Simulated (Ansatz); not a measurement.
Formation energy of HgSe

```xyz
2
Lattice="0.0000 3.0318 3.0318 3.0318 0.0000 3.0318 3.0318 3.0318 0.0000" Properties=species:S:1:pos:R:3 pbc="T T T"
Hg    0.0000    0.0000    0.0000
Se    1.5159    1.5159    1.5159
```

The cell comes from a relaxation on PAW files under the same functional, begun from a database entry that needn't be the ground state.

All numbers are LDA results (scalar-relativistic) from Ansatz 0.2.0, with a Γ-centred 8×8×8 k mesh, Fermi–Dirac smearing of 0.02 eV, no spin polarisation. Methods: LAPW: all electrons, basis error target 0.5 meV/atom; PAW: frozen-core files, cutoff 420 eV; crystal datasets: all electrons, by PAW datasets that the program makes for each cell.

The elements are taken as Hg alpha-Hg, Se trigonal Se, each relaxed on PAW files under the same functional and computed by the same method as the compound; zero-point and thermal terms are left out. LDA tends to overbind the layered or molecular reference states.

Spin–orbit coupling is left out, which matters for the heavy atoms. The PAW files were made under PBE.

(1) What is the formation energy by LAPW, and how far do the other methods lie from it?

(2) Give the LAPW value for one formula unit in kJ/mol.

Results:

(1) -0.182 eV/atom; PAW -1.1 meV/atom; crystal datasets -0.1 meV/atom. The compound is bound against these elements; other compounds of the system weren't compared.

(2) -0.182 eV/atom × 2 atoms × 96.485 kJ/(mol·eV) = -35.1 kJ/mol, at zero temperature and without zero-point motion.
